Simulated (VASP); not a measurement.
## VASP 6.6.1 run: PbI₂

INCAR

```
NELM = 120
LASPH = .TRUE.
ALGO = All
EDIFF = 1E-7
NBANDS = 21
LCHARG = .FALSE.
SIGMA = 0.1
LWAVE = .FALSE.
ISIF = 2
ISMEAR = 2
LREAL = .FALSE.
PREC = Accurate
ENCUT = 450
NSW = 0
IBRION = -1
GGA = PE
```

KPOINTS

```
KPOINTS created by Atomic Simulation Environment
0
Gamma
6 6 4
0 0 0
```

POSCAR

```
Pb I
 1.0000000000000000
     4.4661932243267133    0.0000000000288675    0.0000000000000000
    -2.2330966121883566    3.8678367904624325    0.0000000000000000
     0.0000000000000000    0.0000000000000000    6.8875865178000000
 Pb  I
   1   2
Cartesian
  0.0000000000000000  0.0000000000000000  0.0000000000000000
 -0.0000000000166664  2.5785578603179107  1.9050672524090233
  2.2330966121550238  1.2892789301733891  4.9825192653909784
```

The recommended PBE PAW datasets give the neutral cell 28 valence electrons.

Command

```
mpirun -np 1 vasp_std
```

OSZICAR

```
N       E                     dE             d eps       ncg     rms           ort
DAV:   1     0.223866869750E+03    0.22387E+03   -0.11316E+04   504   0.115E+03
DAV:   2     0.130693954628E+02   -0.21080E+03   -0.20130E+03   504   0.284E+02
DAV:   3    -0.784700776235E+01   -0.20916E+02   -0.20662E+02   504   0.991E+01
DAV:   4    -0.862261053393E+01   -0.77560E+00   -0.77499E+00   504   0.221E+01
DAV:   5    -0.864287503393E+01   -0.20265E-01   -0.20263E-01   504   0.307E+00
SDA:   6    -0.816167872642E+01    0.48120E+00   -0.20263E-01   504   0.148E+01   0.000E+00
CGA:   7    -0.842146037231E+01   -0.25978E+00   -0.25899E+00   504   0.310E+00  -0.118E-01
CGA:   8    -0.846718535456E+01   -0.45725E-01   -0.45676E-01   504   0.476E-01   0.304E-03
CGA:   9    -0.848132324767E+01   -0.14138E-01   -0.14149E-01   504   0.937E-02  -0.834E-04
CGA:  10    -0.848383537393E+01   -0.25121E-02   -0.25179E-02   504   0.405E-02  -0.838E-04
CGA:  11    -0.848456410991E+01   -0.72874E-03   -0.72975E-03   504   0.598E-03   0.371E-04
CGA:  12    -0.848475584228E+01   -0.19173E-03   -0.19144E-03   504   0.151E-03   0.269E-05
CGA:  13    -0.848479160580E+01   -0.35764E-04   -0.35885E-04   504   0.574E-04  -0.675E-05
CGA:  14    -0.848480488246E+01   -0.13277E-04   -0.13150E-04   504   0.113E-04   0.631E-05
SDA:  15    -0.848480801307E+01   -0.31306E-05   -0.30601E-05   504   0.557E-05   0.303E-05
SDA:  16    -0.848480978419E+01   -0.17711E-05   -0.21234E-05   504   0.602E-05  -0.224E-05
SDA:  17    -0.848481043227E+01   -0.64808E-06   -0.81446E-06   504   0.940E-06   0.159E-05
SDA:  18    -0.848481062264E+01   -0.19037E-06   -0.20045E-06   504   0.590E-06   0.626E-06
SDA:  19    -0.848481097054E+01   -0.34789E-06   -0.27529E-06   504   0.257E-06   0.305E-06
SDA:  20    -0.848481098346E+01   -0.12929E-07   -0.34563E-07   504   0.175E-06   0.186E-06
   1 F= -.84848110E+01 E0= -.84848097E+01  d E =-.510413E-05
```

From OUTCAR

```
k-points           NKPTS =     24   k-points in BZ     NKDIM =     24   number of bands    NBANDS=     21

   NELECT =      28.0000    total number of electrons

   dimension x,y,z NGX =    32 NGY =   32 NGZ =   48
   dimension x,y,z NGXF=    64 NGYF=   64 NGZF=   96

  energy-cutoff  :      450.00
  volume of cell :      118.98
      direct lattice vectors                 reciprocal lattice vectors
     4.466193224  0.000000000  0.000000000     0.223904330  0.129271225  0.000000000
    -2.233096612  3.867836790  0.000000000    -0.000000000  0.258542450  0.000000000
     0.000000000  0.000000000  6.887586518     0.000000000  0.000000000  0.145188739

 k-points in reciprocal lattice and weights: KPOINTS created by Atomic Simulation Env
   0.00000000  0.00000000  0.00000000       0.007
   0.16666667 -0.00000000  0.00000000       0.042
   0.33333333 -0.00000000  0.00000000       0.042
   0.50000000 -0.00000000  0.00000000       0.021
   0.16666667  0.16666667  0.00000000       0.042
   0.33333333  0.16666667  0.00000000       0.083
   0.33333333  0.33333333  0.00000000       0.014
   0.00000000  0.00000000  0.25000000       0.014
   ...

 E-fermi :   3.4738

 k-point     1 :       0.0000    0.0000    0.0000
  band No.  band energies     occupation
      1     -12.9419      2.00000
      2     -12.9419      2.00000
      3     -12.9208      2.00000
      4     -12.9150      2.00000
      5     -12.9150      2.00000
      6      -9.1801      2.00000
      7      -8.3454      2.00000
      8      -3.8695      2.00000
      9       1.9928      2.00000
     10       2.2461      2.00000
     11       2.2461      2.00000
     12       2.2619      2.00000
     13       2.2619      2.00000
     14       2.4100      2.00000
     15       5.8373      0.00000
     16       6.6535      0.00000
     17       6.6535      0.00000
     18       9.8718      0.00000
     19      10.4528      0.00000
     20      10.9212      0.00000
     21      11.2174      0.00000

 k-point     2 :       0.1667   -0.0000    0.0000
  band No.  band energies     occupation
      1     -12.9518      2.00000
      2     -12.9370      2.00000
      3     -12.9195      2.00000
      4     -12.9161      2.00000
      5     -12.9142      2.00000
      6      -9.0445      2.00000
      7      -8.2836      2.00000
      8      -3.9071      2.00000
      9       0.8656      2.00000
     10       1.4857      2.00000
     11       1.7402      2.00000
     12       2.5001      2.00000
     13       2.5760      2.00000
     14       3.0257      2.00000
     15       6.0997      0.00000
     16       6.4952      0.00000
     17       6.7633      0.00000
     18       9.4914      0.00000
     19      10.2096      0.00000
     20      10.8751      0.00000
     21      11.2435      0.00000

 ...

  Total        1.9055262      1.9055262      1.7866068      0.0000000     -0.0000000      0.0000000
  in kB       25.6597721     25.6597721     24.0584065      0.0000000     -0.0000000      0.0000000
  external PRESSURE =      25.1259836 kB  Pullay stress =       0.0000000 kB

 POSITION                                       TOTAL-FORCE (eV/Angst)
 -----------------------------------------------------------------------------------
      0.00000      0.00000      0.00000        -0.000000     -0.000000      0.000000
     -0.00000      2.57856      1.90507        -0.000000      0.000000      0.067441
      2.23310      1.28928      4.98252         0.000000     -0.000000     -0.067441
 -----------------------------------------------------------------------------------
    total drift:                               -0.000000      0.000000     -0.000000

  FREE ENERGIE OF THE ION-ELECTRON SYSTEM (eV)
  ---------------------------------------------------
  free  energy   TOTEN  =        -8.4848109835 eV

  energy  without entropy=       -8.4848058793  energy(sigma->0) =       -8.48480971
```

It converged. Results: gap between bands v and c on the k mesh 2.11 eV; least direct gap on the k mesh 2.11 eV; pressure 2.5 GPa; largest force 0.07 eV/Å. Band v is the last that the valence electrons fill when counted band by band, and c is the next.

For comparison, a separate PBE run of the intended cell, on usual settings and not on those above, gives a gap of 2.11 eV on its mesh and a pressure of 2.5 GPa.

The run above took about 49 s on one core of a shared host (Intel Xeon Platinum 8488C) and held 0.27 GiB at most.
